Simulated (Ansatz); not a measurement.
## Ta₂H under pressure: fit and missing row

Ta₂H, P-4m2, a = 3.347 Å, c = 3.393 Å. The structure is a Materials Project entry; whether it is the stable form wasn't checked. Ansatz: PBEsol, PAW, 420 eV, Γ-centred 12×12×12 mesh on 3 atoms, Gaussian smearing 0.10 eV; no spin polarisation. Cell and atoms are relaxed at each pressure, and no other structure is tried, so the rows at high pressure may lie past a change of phase.

| V (Å³/atom) | P (GPa) |
| --- | --- |
| ? | 39.97 |
| 11.688 | 20.02 |
| 12.133 | 9.97 |
| 12.388 | 4.98 |
| 12.552 | 2.01 |
| 12.668 | 0.00 |
| 12.790 | -2.01 |

**Question.** Take V0 = 12.668 Å³/atom, fit the third-order Birch–Murnaghan form to the other rows, and predict the missing volume.

**Answer.** With the Eulerian strain f = ½[(V0/V)^(2/3) − 1] and y = P/[3f(1 + 2f)^(5/2)], the form is the line y = B0 + 1.5 B0 (B0′ − 4) f. Rows (f, y): 0.02757, 211.7; 0.01459, 212.0; 0.00751, 213.0; 0.00308, 214.2; -0.00318, 214.1. Means f = 0.009914, y = 213.00; Σ(Δf)² = 0.0005575, ΣΔfΔy = -0.05023; the slope is their ratio. y = 213.9 − 90.10 f GPa, so B0 = 213.9 GPa and B0′ = 4 + 2 × (-90.10)/(3 × 213.9) = 3.72. P = 39.97 GPa is met at f = 0.05011 (y = 209.39), so V = V0 (1 + 2f)^(−3/2) = 10.977 Å³/atom. The run gave 10.986 Å³/atom, so the fit is 0.009 Å³/atom too low, 0.5 % of the span of the series, against an rms of 0.0008 Å³/atom on the fitted rows. The row lies outside the fitted range. The points of y bend away from a line: a fourth-order term fitted to them gives P = 40.10 GPa at this row's volume (the line 39.68, the run 39.97). Also, this row ran on the mesh 14×14×14, its neighbour on 12×12×12, which can shift it a little.

The mesh isn't the same in all rows (12×12×12, 14×14×14). Spin–orbit coupling is left out, which can shift energies with elements as heavy as these.